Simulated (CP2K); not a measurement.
# InAs: density of states with RPBE+D3(BJ)

**What was measured.**

A printed reference work, data compilation reports, for a bulk crystal of InAs at 4.2 K: band gap 0.418 eV (direct).

Crystal: InAs.

```xyz
2
Lattice="4.2681 0.0000 0.0000 2.1340 3.6963 0.0000 2.1340 1.2321 3.4849" Properties=species:S:1:pos:R:3 pbc="T T T"
In    0.0000    0.0000    0.0000
As    6.4021    3.6963    2.6137
```

```yaml
Program: CP2K 2026.2
Task: density of states
Functional: RPBE
Dispersion: D3(BJ)
Potentials_or_basis: POTENTIAL_UZH In GTH-PBE-q13, As GTH-PBE-q5; TZVP-MOLOPT-PBE-GTH basis
Density_cutoff: 6123 eV
k_mesh: 8 × 8 × 8
Occupations: fermi-dirac, width 0.1 eV
Spin: no spin polarisation
SCF_solver: diagonalisation with k points
Quickstep_method: GPW
EPS_DEFAULT: 1.0E-10
EPS_SCF: 1.0E-6
MAX_SCF: 100
SCF_GUESS: ATOMIC
k_points_reduced_by_the_point_group: yes
Mesh_centred_on_Gamma: yes
CHOLESKY: OFF
EPS_EIGVAL: 1.0E-7
MIXING_METHOD: BROYDEN_MIXING
MIXING_ALPHA: 0.4
NBUFFER: 8
NGRIDS: 5
Basis_sets: In TZVP-MOLOPT-PBE-GTH-q13, As TZVP-MOLOPT-PBE-GTH-q5
Potentials: In GTH-PBE-q13 of POTENTIAL_UZH, As GTH-PBE-q5 of POTENTIAL_UZH
D3_from_the_s-dftd3_library_D3_REFERENCE_CODE: yes
ADDED_MOS: "[10]"
Shape_of_the_broadening: GAUSSIAN
Broadening_of_the_DOS_eV: 0.15 eV
Step_of_the_DOS_eV: 0.05 eV
REL_CUTOFF_Ry: 60 Ry
MIXING_BETA_1/bohr: 1.5 1/bohr
CUTOFF_of_the_grids: 450 Ry
Cutoff_radius_of_the_dispersion_sum_A: 20
```

```yaml
Pressure: -4.0 GPa
Band_gap_on_the_k_mesh: none (metal or under the smearing width)
Mulliken_charges: In +0.23; As -0.23 e
```

Levels at points of the mesh, in eV from the Fermi level:
```
           k point  band 6  band 7  band 8  band 9  band 10  band 11  band 12  band 13
(0.00, 0.00, 0.00)  -12.08   -0.29   -0.18   -0.18    -0.18     3.79     3.79     3.79
(0.00, 0.00, 0.50)  -10.62   -5.94   -1.18   -1.18     0.85     4.60     4.60     7.00
(0.00, 0.50, 0.50)  -10.07   -6.02   -2.51   -2.51     1.48     1.97     9.26     9.26
```

States per cell in windows of 1 eV (zero at the Fermi level; states under -8 eV left out):
| from (eV) | total |
| --- | --- |
| -8.0 | 0.00 |
| -7.0 | 0.04 |
| -6.0 | 1.35 |
| -5.0 | 0.36 |
| -4.0 | 0.71 |
| -3.0 | 1.71 |
| -2.0 | 1.50 |
| -1.0 | 0.33 |
| 0.0 | 0.07 |
| 1.0 | 0.65 |
| 2.0 | 1.50 |
| 3.0 | 0.72 |
| 4.0 | 1.57 |
| 5.0 | 1.68 |
| 6.0 | 0.93 |
| 7.0 | 1.06 |

Run time: 67 s on 1 thread of Arm Neoverse V2 (shared host), peak memory 0.37 GiB.

Measured gap of InAs: 0.418 eV (direct; 4.2 K; a printed reference work, data compilation). This calculation gives 0.00 eV (-0.42 eV). Spin-orbit coupling on As, In is left out. The value is that of RPBE+D3(BJ) in an atomic basis (POTENTIAL_UZH In GTH-PBE-q13, As GTH-PBE-q5; TZVP-MOLOPT-PBE-GTH basis), whose error adds to the functional's, on a finite k mesh, which can miss the band edges, without temperature or zero-point motion. Semilocal functionals fall short of measured gaps as a rule.

Caveat: Mulliken charges move with the basis; the potentials were made for another functional, which shifts forces and pressure; the basis of atomic orbitals isn't converged, which shifts pressures, moduli and gaps; pairwise dispersion overbinds metals, which lowers pressure and volume.
